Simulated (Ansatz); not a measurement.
## Spin–orbit splittings in Ta

```
Ta
1.0
    -1.65128    1.65128    1.65128
     1.65128   -1.65128    1.65128
     1.65128    1.65128   -1.65128
Ta
1
Direct
  0.00000 0.00000 0.00000
```

The conventional cell has a = 3.303 Å, b = 3.303 Å, c = 3.303 Å, α = 90.00°, β = 90.00°, γ = 90.00°. Ta (atom 1) is surrounded by 8 Ta at 2.86 Å.

The cell is COD entry 1541266, as deposited and not checked against the literature; nothing was relaxed.

Levels of theory: DFT, PBE, all-electron LAPW, scalar-relativistic (Ansatz 0.2.0); DFT, PBE, all-electron LAPW, Dirac equation with spin-orbit coupling (Ansatz 0.2.0).

Sampling and basis: a Γ-centred 17×17×17 k mesh, Fermi–Dirac smearing of 0.08 eV, basis error target 0.5 meV/atom, no spin polarisation.

Levels between -8 and 3 eV, each run counted from its own valence-band top where it has a gap, else its Fermi level. Scalar levels are listed once for both spins; with the coupling every spinor state is counted. Levels near the edges of the range can cross them.

(1) At Γ (0.000, 0.000, 0.000) the scalar-relativistic levels are -7.91, 0.73 (×3). What are they with spin–orbit coupling?

Results:

(1) -7.87 (×2), 0.61 (×4), 1.03 (×2).
